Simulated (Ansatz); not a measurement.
We consider α-phase Li₃N, described by r²SCAN-D4 (plane waves, PAW; Ansatz, an electronic-structure program).

Settings: plane-wave cutoff 560 eV, 12×12×10 k mesh (along the axes of the cell as run), Fermi–Dirac smearing 0.01 eV, scalar-relativistic PAW data made under PBE.

Equation-of-state points:

```json
[
 {"V (Å³/atom)": "10.360", "E − E_lowest (meV/atom)": "3.28", "P (GPa)": "2.510"},
 {"V (Å³/atom)": "10.576", "E − E_lowest (meV/atom)": "0.79", "P (GPa)": "1.195"},
 {"V (Å³/atom)": "10.792", "E − E_lowest (meV/atom)": "0.00", "P (GPa)": "0.001"},
 {"V (Å³/atom)": "11.008", "E − E_lowest (meV/atom)": "0.74", "P (GPa)": "-1.085"},
 {"V (Å³/atom)": "11.224", "E − E_lowest (meV/atom)": "2.88", "P (GPa)": "-2.073"}
]
```

Task: Fit the third-order Birch–Murnaghan equation and give B0 and B′.

Result: V0 = 10.792 Å³/atom, B0 = 56.9 GPa, B′ = 3.8 (fit to the energies at full precision).

Shape and atoms are relaxed at each volume.

Note: the bulk modulus comes from volumes at which shape and atoms were relaxed.
